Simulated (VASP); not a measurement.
# Nd (Im-3m) in VASP: a series of runs

Runs on Nd. Level: PBE. Tasks: single point.

All numbers are computed with VASP 6.6.1; they aren't measurements. Logs are shortened: lines on timing, memory, paths and dates and some standing lists are left out, and cuts for length are marked.

### 1 Starting point

The structure is cubic, space group Im-3m (No. 229). Conventional cell: a = 4.151 Å, b = 4.151 Å, c = 4.151 Å, α = 90.00°, β = 90.00°, γ = 90.00°. Nd (site symmetry m-3m) is surrounded by 8 Nd at 3.59 Å.

This isn't the form of Nd at room conditions, which is double hcp.

### 2 Single point, PBE, collinear spin, ferromagnetic start

Contents of run.py:

```python
from ase.calculators.vasp import Vasp
from ase.dft.bandgap import bandgap
from ase.io import read

atoms = read('POSCAR')
atoms.set_initial_magnetic_moments([3.0])
calc = Vasp(
    directory='calc',
    xc='pbe',
    pp='PBE',
    setups='materialsproject',
    prec='Accurate',
    encut=520,
    ediff=1e-07,
    ismear=0,
    sigma=0.02,
    lreal=False,
    lasph=True,
    nelm=100,
    algo='Normal',
    isif=2,
    lwave=False,
    lcharg=False,
    ispin=2,
    lorbit=11,
    lmaxmix=6,
    kpts=[9, 9, 9],
    gamma=True,
    nbands=16,
)
atoms.calc = calc

print('energy (eV):', atoms.get_potential_energy())
print('free energy (eV):', atoms.get_potential_energy(force_consistent=True))
print('forces (eV/A):')
print(atoms.get_forces())
print('stress (eV/A^3, Voigt):', atoms.get_stress())
print('Fermi level (eV):', calc.get_fermi_level())
print('moment (muB):', atoms.get_magnetic_moment())
print('site moments (muB):', atoms.get_magnetic_moments())
gap, top, bottom = bandgap(calc)
print('band gap (eV):', gap, 'from (spin, k, band)', top, 'to', bottom)
```

Contents of POSCAR:

```
Nd
1.0
   -2.0754700287      2.0754700287      2.0754700287
    2.0754700287     -2.0754700287      2.0754700287
    2.0754700287      2.0754700287     -2.0754700287
Nd
1
Direct
    0.0000000000      0.0000000000      0.0000000000
```

Potentials or basis: VASP PAW PBE potentials, release 64 (Nd_3), 4f in core.

On the command line:

```sh
$ python run.py
```

The log of the run:

```text
energy (eV): -4.58192615
free energy (eV): -4.58220529
forces (eV/A):
[[ 0.  0. -0.]]
stress (eV/A^3, Voigt): [ 0.00205798  0.00205798  0.00205798  0.         -0.         -0.        ]
Fermi level (eV): 3.39029594
moment (muB): 0.3253436
site moments (muB): [0.158]
band gap (eV): 0.0 from (spin, k, band) (None, None, None) to (None, None, None)
```

OUTCAR:

```text
ENCUT = 520.000000
   EDIFF = 1.00e-07
   GGA = PE
   PREC = Accurate
   ISIF = 2
   ISMEAR = 0
   ISPIN = 2
   LORBIT = 11
   NELM = 100
   LASPH = .TRUE.
   LREAL = .FALSE.

 ion  position               nearest neighbor table
   1  0.000  0.000  0.000-

  LATTYP: Found a body centered cubic cell.
 ALAT       =     4.1509400574

  Lattice vectors:

 A1 = (  -2.0754700287,   2.0754700287,   2.0754700287)
 A2 = (   2.0754700287,  -2.0754700287,   2.0754700287)
 A3 = (   2.0754700287,   2.0754700287,  -2.0754700287)

Analysis of symmetry for initial positions (statically):
=====================================================================
 Subroutine PRICEL returns:
 Original cell was already a primitive cell.

 Routine SETGRP: Setting up the symmetry group for a
 body centered cubic supercell.

 Subroutine GETGRP returns: Found 48 space group operations
 (whereof 48 operations were pure point group operations)
 out of a pool of 48 trial point group operations.

The static configuration has the point symmetry O_h .

Analysis of symmetry for dynamics (positions and initial velocities):
=====================================================================
 Subroutine PRICEL returns:
 Original cell was already a primitive cell.

 Routine SETGRP: Setting up the symmetry group for a
 body centered cubic supercell.

 Subroutine GETGRP returns: Found 48 space group operations
 (whereof 48 operations were pure point group operations)
 out of a pool of 48 trial point group operations.

The dynamic configuration has the point symmetry O_h .

Analysis of structural, dynamic, and magnetic symmetry:
=====================================================================
 Subroutine PRICEL returns:
 Original cell was already a primitive cell.

 Routine SETGRP: Setting up the symmetry group for a
 body centered cubic supercell.

 Subroutine GETGRP returns: Found 48 space group operations
 (whereof 48 operations were pure point group operations)
 out of a pool of 48 trial point group operations.

The overall configuration has the point symmetry O_h .

 Subroutine INISYM returns: Found 48 space group operations
 (whereof 48 operations are pure point group operations),
 and found     1 'primitive' translations

----------------------------------------------------------------------------------------

                                     Primitive cell

  volume of cell :      35.7610

  direct lattice vectors                    reciprocal lattice vectors
    -2.075470029  2.075470029  2.075470029     0.000000000  0.240909285  0.240909285
     2.075470029 -2.075470029  2.075470029     0.240909285  0.000000000  0.240909285
     2.075470029  2.075470029 -2.075470029     0.240909285  0.240909285  0.000000000

  length of vectors
     3.594819539  3.594819539  3.594819539     0.340697178  0.340697178  0.340697178

  position of ions in fractional coordinates (direct lattice)
     0.000000000  0.000000000  0.000000000

  ion indices of the primitive-cell ions
   primitive index   ion index
                 1           1

----------------------------------------------------------------------------------------

 KPOINTS: KPOINTS created by Atomic Simulation Env
[... 51 lines left out ...]
   number of dos      NEDOS =    301   number of ions     NIONS =      1
   total plane-waves  NPLWV =  21952
   dimension x,y,z NGX =    28 NGY =   28 NGZ =   28
   dimension x,y,z NGXF=    56 NGYF=   56 NGZF=   56
   ions per type =               1
   NGX,Y,Z   is equivalent  to a cutoff of  12.95, 12.95, 12.95 a.u.
   NGXF,Y,Z  is equivalent  to a cutoff of  25.90, 25.90, 25.90 a.u.
 SYSTEM =  unknown system
   PREC   = accura    normal or accurate (medium, high low for compatibility)
   ISTART =      0    job   : 0-new  1-cont  2-samecut
   ICHARG =      2    charge: 1-file 2-atom 10-const
   ISPIN  =      2    spin polarized calculation?
   LNONCOLLINEAR =      F non collinear calculations
   LSORBIT =      F    spin-orbit coupling
   LASPH  =      T    aspherical Exc in radial PAW
   ENCUT  =  520.0 eV  38.22 Ry    6.18 a.u.   6.68  6.68  6.68*2*pi/ulx,y,z
   NELM   =    100;   NELMIN=  2; NELMDL= -5     # of ELM steps
   EDIFF  = 0.1E-06   stopping-criterion for ELM
   LREAL  =      F    real-space projection
   EDIFFG = 0.1E-05   stopping-criterion for IOM
   NSW    =      0    number of steps for IOM
   IBRION =     -1    ionic relax: 0-MD 1-quasi-New 2-CG
   NFREE  =      0    steps in history (QN), initial steepest desc. (CG)
   ISIF   =      2    stress and relaxation
   ISYM   =      2    0-nonsym 1-usesym 2-fastsym
   POTIM  = 0.5000    time-step for ionic-motion
   TEBEG  =    0.0;   TEEND  =   0.0 temperature during run
   PSTRESS=    0.0 pullay stress
   NELECT =      11.0000    total number of electrons
   NUPDOWN=      -1.0000    fix difference up-down
   EMIN   =  10.00;   EMAX   =-10.00  energy-range for DOS
   EFERMI =   0.00;   METHOD = LEGACY
   ISMEAR =     0;   SIGMA  =   0.02  broadening in eV -4-tet -1-fermi 0-gaus
   EFERMI_NEDOS =   21; number of points for ismear=-14 and -15
   IALGO  =     38    algorithm
   IMIX   =      4    mixing-type and parameters
     AMIX     =   0.40;   BMIX     =  1.00
     AMIX_MAG =   1.60;   BMIX_MAG =  1.00
  volume/ion in A,a.u.               =      35.76       241.33
  Fermi-wavevector in a.u.,A,eV,Ry     =   1.105103  2.088341 16.616139  1.221252
  Thomas-Fermi vector in A             =   2.241585
   LORBIT       =     11    0 simple, 1 ext, 2 COOP (PROOUT), +10 PAW based schemes
   GGA     = PE    functional components
   LHFCALC =     F    Hartree Fock is set to
   AEXX    =    0.0000 exact exchange contribution
   IVDW    =     0    specifies the selected vdW correction
   LEPSILON=     F    determine dielectric tensor
   LRPA    =     F    only Hartree local field effects (RPA)
 spin polarized calculation
 Gauss-broadening in eV      SIGMA  =   0.02
  energy-cutoff  :      520.00
  volume of cell :       35.76
 maximum number of plane-waves:       973
   NGX = 13   NGY = 13   NGZ = 13

 number of electron      11.0000000 magnetization       0.3253436

 Free energy of the ion-electron system (eV)
  ---------------------------------------------------
  ext. energy  EPLUGINS =         0.00000000
  ---------------------------------------------------
  free energy    TOTEN  =        -4.58220529 eV

  energy without entropy =       -4.58164700  energy(sigma->0) =       -4.58192615

 E-fermi :   3.3903     XC(G=0):  -9.5931

 val. band max:        3.3818057051   @ k =   0.2222   0.2222   0.1111
 cond. band min:       3.4013557231   @ k =   0.3333   0.2222   0.0000
 fundamental gap:      0.0195500180
 Fermi energy:         3.3902959447

 spin component 1

 k-point     1 :       0.0000    0.0000    0.0000
  band No.  band energies     occupation
      1     -34.7062      1.00000
      2     -15.3469      1.00000
      3     -15.3469      1.00000
      4     -15.3469      1.00000
      5      -0.7277      1.00000
      6       4.6570      0.00000
[... 435 lines left out ...]
      5       2.0198      1.00000
      6       3.5915      0.00000
[... 8 lines left out ...]
     15      19.7398      0.00000
     16      21.8297      0.00000

 [... further k-points ...]

 spin component 2

 k-point     1 :       0.0000    0.0000    0.0000
  band No.  band energies     occupation
      1     -34.6331      1.00000
      2     -15.2532      1.00000
      3     -15.2532      1.00000
      4     -15.2532      1.00000
      5      -0.4876      1.00000
      6       4.8932      0.00000
[... 435 lines left out ...]
      5       2.2286      1.00000
      6       3.8234      0.00000
[... 8 lines left out ...]
     15      19.9363      0.00000
     16      22.0510      0.00000

 [... further k-points ...]
[... 5 lines left out ...]
  --------------------------------------------------------------------------------------
  -------------------------------------------------------------------------------------
  Total       -0.0735952     -0.0735952     -0.0735952      0.0000000     -0.0000000      0.0000000
  in kB       -3.2972405     -3.2972405     -3.2972405      0.0000000     -0.0000000      0.0000000
  external PRESSURE =      -3.2972405 kB  Pullay stress =       0.0000000 kB

 VOLUME and BASIS-vectors are now :
 -----------------------------------------------------------------------------
  energy-cutoff  :      520.00
  volume of cell :       35.76
      direct lattice vectors                 reciprocal lattice vectors
    -2.075470029  2.075470029  2.075470029     0.000000000  0.240909285  0.240909285
     2.075470029 -2.075470029  2.075470029     0.240909285  0.000000000  0.240909285
     2.075470029  2.075470029 -2.075470029     0.240909285  0.240909285  0.000000000

 POSITION                                       TOTAL-FORCE (eV/Angst)
 -----------------------------------------------------------------------------------
      0.00000      0.00000      0.00000         0.000000      0.000000     -0.000000
 -----------------------------------------------------------------------------------
    total drift:                                0.000000     -0.000000     -0.000000

  FREE ENERGIE OF THE ION-ELECTRON SYSTEM (eV)
  ---------------------------------------------------
  free  energy   TOTEN  =        -4.5822052882 eV

  energy  without entropy=       -4.5816470022  energy(sigma->0) =       -4.58192615

 total charge

# of ion       s       p       d       tot
------------------------------------------
    1        2.154   5.772   0.956   8.883

 magnetization (x)

# of ion       s       p       d       tot
------------------------------------------
    1        0.001   0.009   0.149   0.158
```

INCAR:

```text
ENCUT = 520.000000
SIGMA = 0.020000
EDIFF = 1.00e-07
ALGO = Normal
GGA = PE
PREC = Accurate
ISIF = 2
ISMEAR = 0
ISPIN = 2
LMAXMIX = 6
LORBIT = 11
NBANDS = 16
NELM = 100
LASPH = .TRUE.
LCHARG = .FALSE.
LWAVE = .FALSE.
LREAL = .FALSE.
MAGMOM = 1*3.0000
```

Run time: 26 s. Hardware: 1 thread of Intel Xeon 6975P-C (Granite Rapids), shared host; peak memory 0.18 GiB.

Results:

```
Free energy                                           : -4.5822 eV
Pressure                                              : -0.3 GPa
Band gap on the k mesh                                : none (metal or under the smearing width)
Net moment                                            : 0.33 μB per cell
Site moments                                          : Nd +0.16 μB
Valence electrons inside the program's atomic spheres : Nd 8.88
```

Levels at points of the mesh, in eV from the Fermi level:
Spin up:
```
           k point  band 2  band 3  band 4  band 5  band 6  band 7  band 8  band 9  band 10  band 11
(0.00, 0.00, 0.00)  -18.74  -18.74  -18.74   -4.12    1.27    1.27    1.27    3.50     3.50     9.26
```
Spin down:
| k point | band 3 | band 4 | band 5 | band 6 | band 7 | band 8 |
| --- | --- | --- | --- | --- | --- | --- |
| (0.00, 0.00, 0.00) | -18.64 | -18.64 | -3.88 | 1.50 | 1.50 | 1.50 |

Caveat: the magnetic or orbital state may not be the lowest; spin-orbit coupling is left out, which moves the levels of the heavy elements; the 4f electrons are frozen in the core as for a trivalent ion, so they carry no moment and show no levels. The state reached can hang on the start; a lower one may exist.

### 3 Single point, PBE, collinear spin, ferromagnetic start

Contents of INCAR:

```
SYSTEM = Nd
ALGO = Normal
EDIFF = 1E-6
ENCUT = 520
GGA = PE
ISIF = 2
ISMEAR = -1
ISPIN = 2
LASPH = .True.
LCHARG = .False.
LMAXMIX = 6
LORBIT = 11
LREAL = .False.
LWAVE = .False.
MAGMOM = 4.5
NELM = 150
PREC = Accurate
SIGMA = 0.05
```

Contents of KPOINTS:

```
k-points
0
Gamma
  9 9 9
  0 0 0
```

POSCAR is that of step 2.

Potentials or basis: VASP PAW PBE potentials, release 64 (Nd).

On the command line:

```sh
$ cat potpaw_PBE.64/Nd/POTCAR > POTCAR
$ mpirun -np 1 vasp_std > vasp.out
```

Run time: 2.3 min. Hardware: 1 thread of Intel Xeon Platinum 8259CL at 2.50GHz (Skylake/Cascade Lake), shared host; peak memory 0.19 GiB.

Results (log left out):

* Free energy: -6.3888 eV
* Pressure: 0.2 GPa
* Band gap on the k mesh: none (metal or under the smearing width)
* Net moment: 4.08 μB per cell
* Site moments: Nd +3.38 μB
* Valence electrons inside the program's atomic spheres: Nd 11.23

Levels at points of the mesh, in eV from the Fermi level:
Spin up:
```csv
k point,band 6,band 7,band 8,band 9,band 10,band 11,band 12,band 13
"(0.00, 0.00, 0.00)",-0.20,0.03,0.03,0.03,0.33,0.33,0.33,1.60
```
Spin down:
| k point | band 3 | band 4 | band 5 | band 6 | band 7 | band 8 |
| --- | --- | --- | --- | --- | --- | --- |
| (0.00, 0.00, 0.00) | -16.73 | -16.73 | -3.21 | 1.83 | 1.83 | 1.83 |

Caveat: the magnetic or orbital state may not be the lowest; spin-orbit coupling is left out, which moves the levels of the heavy elements. The state reached can hang on the start; a lower one may exist.

### 4 For comparison

An earlier run on the cell as given: functional PBE; potentials or basis VASP PAW PBE potentials, release 64 (Nd); cutoff 520 eV; k mesh 9 × 9 × 9; occupations fermi-dirac, width 0.05 eV; collinear spin, ferromagnetic start; starting moments [3.0] μB.

* Pressure: -0.1 GPa
* Band gap on the k mesh: none (metal or under the smearing width)
* Net moment: 4.08 μB per cell
* Site moments: Nd +3.37 μB
* Valence electrons inside the program's atomic spheres: Nd 11.23
